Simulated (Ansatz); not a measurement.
Set up this calculation in Ansatz 0.2.0, as the native input.

```
Task                : single point
Functional          : PBEsol
Potentials or basis : Ansatz PAW
Cutoff              : 420 eV (not typed: the program's choice for these potentials)
k mesh              : 9 × 9 × 3
Occupations         : fermi-dirac, width 0.05 eV
Spin                : collinear spin, ferromagnetic start
Starting moments    : [3.0, 3.0, 0.0, 0.0, 0.0, 0.0] μB
Fixed moment        : 6 μB
```

The system is MnO2.

```
CELL_PARAMETERS angstrom
2.85496 0.00000 0.00000
-1.42748 2.47246 0.00000
0.00000 0.00000 10.22174
ATOMIC_POSITIONS crystal
Mn 0.00000 0.00000 0.50000
Mn 0.00000 0.00000 0.00000
O 0.66667 0.33333 0.40686
O 0.66667 0.33333 0.09314
O 0.33333 0.66667 0.59314
O 0.33333 0.66667 0.90686
```

Measurements of this composition are mostly on another form, of space group No. 136.

The input as run:

input.yaml

```yaml
crystal:
  lattice:
    - [2.8549554371, 0.0, 0.0]
    - [-1.4274777185, 2.4724639352, 0.0]
    - [0.0, 0.0, 10.2217427273]
  atoms:
    - { symbol: Mn, position: [0.0, 0.0, 0.5], spin: 3.0 }
    - { symbol: Mn, position: [0.0, 0.0, 0.0], spin: 3.0 }
    - { symbol: O, position: [0.6666666667, 0.3333333333, 0.40685645] }
    - { symbol: O, position: [0.6666666667, 0.3333333333, 0.09314355] }
    - { symbol: O, position: [0.3333333333, 0.6666666667, 0.59314355] }
    - { symbol: O, position: [0.3333333333, 0.6666666667, 0.90685645] }
hamiltonian:
  xc: pbesol
  pseudopotentials: { kind: paw }
magnetization:
  spin_polarized: true
  initial_magnetization: 6.0
  spin_locking: { lock_magnetization: hard }
kpoints:
  mp_grid: { grid: [9, 9, 3] }
scf:
  occupations: { method: fermi_dirac, width: 0.05 }
  lower_state_search: "off"
output:
  forces: true
  stress: true
  eigenvalues: true
  write_density: true
  write_potential: true
  elf: true
  volumetric_format: npy
```

Potentials or basis: Ansatz PAW.

The run is started by

```console
$ ansatz run input.yaml --threads 2 --pin off --max-ram 5632MiB --backend cpu --events-out ev --progress --plain --runs-dir out
```

It gave:

```yaml
Pressure: -2.3 GPa
Largest_force: 0.190 eV/Å
Net_moment: 6.00 μB per cell
Absolute_moment: 6.08 μB per cell
Site_moments: Mn +2.49; O +0.05 μB
```

Caveat: the pressure holds a Pulay correction of +0.7 GPa for the finite cutoff; the total moment is fixed, so each spin has its own Fermi level; only a ferromagnetic start was run, and an antiferromagnetic order may lie lower in energy; the PAW data sets come from PBE, with cores solved anew for the run's functional, which leaves a small shift of forces and pressure; the thresholds are loose for stress.

Wall time 2 s on 2 threads of AMD EPYC 9R45 96-Core Processor (Zen 5), with other jobs on the host, peak memory 0.46 GiB.
